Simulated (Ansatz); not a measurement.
# Cs: the cost of one run

Method: DFT PBE, scalar-relativistic, plane waves, PAW, in Ansatz 0.2.0.

4 further runs of the same task are left out: 2 that didn't finish, 2 set aside as unsound or not needed.

### Step 1. The system as given

Symmetry: Pm-3m, No. 221, cubic system. The conventional cell has a = 5.039 Å, b = 5.039 Å, c = 5.039 Å, α = 90.00°, β = 90.00°, γ = 90.00°.

Coordinates:

```
CELL_PARAMETERS angstrom
5.03901 0.00000 0.00000
0.00000 5.03901 0.00000
0.00000 0.00000 5.03901
ATOMIC_POSITIONS crystal
Cs 0.50000 0.50000 0.50000
```

The cell was relaxed beforehand at this level, from a generated guess; it is a trial structure. At a tolerance of 0.05 Å it has space group Pm-3m (No. 221); it has 127.95 Å³/atom, an uncorrected energy of +0.09 eV/atom over the standard state and, on its mesh, gap none (metal).

### Step 2. Point at V/V0 = 0.97

Contents of input.yaml:

```yaml
crystal:
  lattice:
    - [4.9881076269, 0.0, 0.0]
    - [0.0, 4.9881076269, 0.0]
    - [0.0, 0.0, 4.9881076269]
  atoms:
    - { symbol: Cs, position: [0.5, 0.5, 0.5] }
basis:
  ecutwfc: 420
kpoints:
  mp_grid: { grid: [12, 12, 12] }
hamiltonian:
  xc: pbe
scf:
  occupations: { method: gaussian, width: 0.1 }
output:
  forces: true
  stress: true
  eigenvalues: true
```

Command:

```sh
$ ansatz run input.yaml --threads 1 --pin off --max-ram 3072MiB --backend cpu --events-out ev --progress --plain --runs-dir out
```

What time and memory should one allow on 1 thread of Arm Neoverse N1, shared host?

About 9.6 s, with a peak of 0.43 GiB.
